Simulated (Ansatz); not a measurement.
# LiH: the change of pressure with volume scale

All results are calculated (Ansatz 0.2.0). Periodic Kohn-Sham DFT of a crystal at fixed atoms, scaled to volume_scale times the given cell; pressure positive in compression, energy less spherical unpolarised free atoms, largest_vzz the field gradient of largest size among the nuclei.

The cell before it is scaled or strained (space group Fm-3m, No. 225):
```
LiH
1.0
      0.0000     2.0035     2.0035
      2.0035     0.0000     2.0035
      2.0035     2.0035     0.0000
Li H
1 1
Direct
  0.00000 0.00000 0.00000
  0.50000 0.50000 0.50000
```

Settings of every row: method frozen-core PAW; functional PBE; relativity scalar; k mesh 14x14x14; filling fermi-dirac; smearing width 0.08 eV; wave cutoff 420 eV; paw set soft_2.

Atom start moment: 0 on all atoms.

| row | volume scale | V (Å³/atom) | pressure (GPa) |
| --- | --- | --- | --- |
| 1 | 0.9405 | 7.564 | 2.467 |
| 2 | 0.97 | 7.801 | 1.165 |
| 3 | 1 | 8.042 | ? |
| 4 | 1.03 | 8.283 | -1.022 |
| 5 | 1.06 | 8.525 | -1.922 |

Question: what pressure should row 3 give?

Worked fit of pressure. Take u = (V_r/V)^(2/3) − 1 with V_r = 8.042 Å³ an atom, which is twice the finite (Eulerian) strain; such expansions in the strain, on which the Birch-Murnaghan equation of state is built, carry the rest volume and the bulk modulus. The shown rows have u = 0.0417, 0.02049, -0.01949, -0.03814. Least squares give pressure = 0.0004 + 54.585 × u + 109.55 × u² GPa; a straight line predicts inner rows, each left out in turn, worse (root mean square 0.1 against 0.00042 GPa). All shown rows lie on it to the printed digit. The pressure vanishes at u = -0.0000, or V = 8.042 Å³ an atom, and there the bulk modulus at fixed shape and fractions is B = −V dP/dV = (2/3)(1 + u) dP/du = 36.4 GPa. The withheld row has u = 0, so the fit gives 0.0004 + 54.585 × (0) + 109.55 × (0)² = 0.000 GPa.

The calculation gave 0.001 GPa. The fit lies 0.001 GPa (100 % of the value, 0.023 % of the column's range) below it, one unit of the last digit.
